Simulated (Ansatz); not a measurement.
## WC (Qusongite) under changes of volume

One of the cells (10.376 Å³/atom); the others are scaled copies at fixed shape and fractional positions:

```
CELL_PARAMETERS angstrom
2.90650 0.00000 0.00000
-1.45325 2.51710 0.00000
0.00000 0.00000 2.83660
ATOMIC_POSITIONS crystal
W 0.00000 0.00000 0.00000
C 0.66667 0.33333 0.50000
```

| Quantity | Value |
| --- | --- |
| Program | Ansatz 0.2.0 |
| Functional | PBE |
| Potentials or basis | Ansatz PAW |
| Cutoff | 420 eV (not typed: the program's choice for these potentials) |
| k mesh | 10 × 10 × 9 |
| Occupations | fermi-dirac, width 0.05 eV |
| Spin | no spin polarisation |

```csv
volume (Å³/atom),energy over the lowest point (meV/atom),pressure (GPa)
9.754,77.32,34.6
9.961,39.54,23.9
10.169,14.88,14.3
10.376,2.09,5.6
10.584,0.00,-2.2
10.791,7.50,-9.3
10.999,?,?
```

Problem. What does the run at 10.999 Å³/atom give?

Solution. Energy over the lowest point 23.71 meV/atom; pressure -15.6 GPa.

Worked out: A Birch-Murnaghan fit of order 3 (a polynomial in V^(-2/3)) to the other rows has its minimum at 10.52 Å³/atom with B0 = V·E''(V) = 388 GPa and B' = 4.3 at fixed shape and positions, which overstates the stiffness. It gives 23.71 meV/atom at 10.999 Å³/atom, against the run's 23.71, and -dE/dV = -15.6 GPa, against -15.6.

Energies are extrapolated to zero smearing.
